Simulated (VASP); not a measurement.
Write the native input for VASP 6.6.1 that does the following.

| Quantity | Value |
| --- | --- |
| Task | single point |
| Functional | PBE |
| Potentials or basis | VASP PAW PBE potentials, release 64 (Sn_d, Se) |
| Cutoff | 520 eV |
| k mesh | 3 × 6 × 6 |
| Occupations | gaussian, width 0.015 eV |
| Spin | no spin polarisation |
| Further INCAR settings | ALGO = Normal; EDIFF = 1e-06; NBANDS = 50 |

The structure of SnSe lies in POSCAR:

```
SnSe
1.0
   11.4200000000      0.0000000000      0.0000000000
    0.0000000000      4.1900000000      0.0000000000
    0.0000000000      0.0000000000      4.4600000000
Sn Se
4 4
Direct
    0.8770000000      0.7500000000      0.9090000000
    0.6230000000      0.2500000000      0.4090000000
    0.3770000000      0.7500000000      0.5910000000
    0.1230000000      0.2500000000      0.0910000000
    0.6430000000      0.7500000000      0.9840000000
    0.8570000000      0.2500000000      0.4840000000
    0.1430000000      0.7500000000      0.5160000000
    0.3570000000      0.2500000000      0.0160000000
```

One way to write it, as run:

INCAR

```
PREC     = Accurate       # precision mode
ENCUT    = 520            # plane-wave cutoff, eV
EDIFF    = 1E-6           # SCF threshold, eV
ISMEAR   = 0              # smearing method
SIGMA    = 0.015          # smearing width, eV
LREAL    = False          # projectors in reciprocal space
LASPH    = True           # aspherical terms in the spheres
NELM     = 80             # most SCF steps
ALGO     = Normal         # electronic algorithm
ISIF     = 2              # what is computed and relaxed
LWAVE    = False          # write WAVECAR
LCHARG   = False          # write CHGCAR
GGA      = PE             # functional
NBANDS   = 50             # bands
```

KPOINTS

```
regular mesh
0
Gamma
  3 6 6
```

Potentials or basis: VASP PAW PBE potentials, release 64 (Sn_d, Se).

Launch:

```bash
$ cat potpaw_PBE.64/Sn_d/POTCAR potpaw_PBE.64/Se/POTCAR > POTCAR
$ mpirun -np 1 vasp_std > vasp.out
```

It gave:

```json
{
 "Pressure": "2.4 GPa",
 "Largest force": "0.326 eV/Å",
 "Band gap on the k mesh": "0.54 eV, indirect (least direct gap 0.70 eV)"
}
```

Caveat: spin-orbit coupling is left out, which moves the levels of the heavy elements; an odd mesh through Γ misses points on the zone boundary, where band edges often lie.

It took 3.7 min on 1 thread of Intel(R) Xeon(R) Platinum 8375C CPU @ 2.90GHz (Ice Lake), on a shared host, peak memory 0.46 GiB.
